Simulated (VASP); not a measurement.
Write the native input for VASP 6.6.1 that does the following.

```yaml
Task: band structure
Functional: PBE
Potentials_or_basis: VASP PAW PBE potentials, release 64 (B, As)
Cutoff: 520 eV
k_mesh: 8 × 8 × 8
Occupations: gaussian, width 0.02 eV
Spin: no spin polarisation
Further_INCAR_settings: ALGO = Normal; EDIFF = 1e-07; NBANDS = 11
```

The system is BAs.

```
CELL_PARAMETERS angstrom
0.00000 2.40821 2.40821
2.40821 0.00000 2.40821
2.40821 2.40821 0.00000
ATOMIC_POSITIONS crystal
B 0.00000 0.00000 0.00000
As 0.25000 0.25000 0.25000
```

These files were run (other wordings do the same):

POSCAR

```
BAs                                     
1.0
    0.0000000000      2.4082108266      2.4082108266
    2.4082108266      0.0000000000      2.4082108266
    2.4082108266      2.4082108266      0.0000000000
  B               As            
     1     1
Direct
     0.0000000000000000    0.0000000000000000    0.0000000000000000
     0.2500000000000000    0.2500000000000000    0.2500000000000000
```

INCAR.step1

```
SYSTEM = BAs
PREC = Accurate ; ENCUT = 520
EDIFF = 1E-7 ; ISMEAR = 0
SIGMA = 0.02 ; LREAL = .False.
LASPH = .True. ; NELM = 60
ALGO = Normal ; ISIF = 2
LWAVE = .False. ; LCHARG = .True.
GGA = PE ; NBANDS = 11
```

KPOINTS.step1

```
regular mesh
0
Gamma
  8 8 8
  0 0 0
```

INCAR.step2

```
SYSTEM = BAs
PREC = Accurate ; ENCUT = 520
EDIFF = 1E-7 ; ISMEAR = 0
SIGMA = 0.05 ; LREAL = .False.
LASPH = .True. ; NELM = 60
ALGO = Normal ; ISIF = 2
LWAVE = .False. ; LCHARG = .False.
GGA = PE ; NBANDS = 11
ICHARG = 11
```

KPOINTS.step2

```
path GXWKGLUWLK,UX
20
line-mode
reciprocal
 0.0000000000  0.0000000000  0.0000000000  G
 0.5000000000  0.0000000000  0.5000000000  X

 0.5000000000  0.0000000000  0.5000000000  X
 0.5000000000  0.2500000000  0.7500000000  W

 0.5000000000  0.2500000000  0.7500000000  W
 0.3750000000  0.3750000000  0.7500000000  K

 0.3750000000  0.3750000000  0.7500000000  K
 0.0000000000  0.0000000000  0.0000000000  G

 0.0000000000  0.0000000000  0.0000000000  G
 0.5000000000  0.5000000000  0.5000000000  L

 0.5000000000  0.5000000000  0.5000000000  L
 0.6250000000  0.2500000000  0.6250000000  U

 0.6250000000  0.2500000000  0.6250000000  U
 0.5000000000  0.2500000000  0.7500000000  W

 0.5000000000  0.2500000000  0.7500000000  W
 0.5000000000  0.5000000000  0.5000000000  L

 0.5000000000  0.5000000000  0.5000000000  L
 0.3750000000  0.3750000000  0.7500000000  K

 0.6250000000  0.2500000000  0.6250000000  U
 0.5000000000  0.0000000000  0.5000000000  X
```

Potentials or basis: VASP PAW PBE potentials, release 64 (B, As).

The run is started by

```sh
$ cat potpaw_PBE.64/B/POTCAR potpaw_PBE.64/As/POTCAR > POTCAR
$ cp INCAR.step1 INCAR
$ cp KPOINTS.step1 KPOINTS
$ mpirun -np 1 vasp_std > vasp.out
$ cp INCAR.step2 INCAR
$ cp KPOINTS.step2 KPOINTS
$ mpirun -np 1 vasp_std > vasp.out
```

It gave:

- Band gap on the k mesh: 1.21 eV, indirect (least direct gap 3.25 eV)
- Band gap along the path: 1.20 eV, indirect (least direct gap 3.24 eV)

Caveat: the log is that of the step along the path at fixed density, whose energy, stress, charges and moments have no meaning.

Run time: 37 s on 1 thread of Intel(R) Xeon(R) Platinum 8375C CPU @ 2.90GHz (Ice Lake) (shared host), peak memory 0.19 GiB.
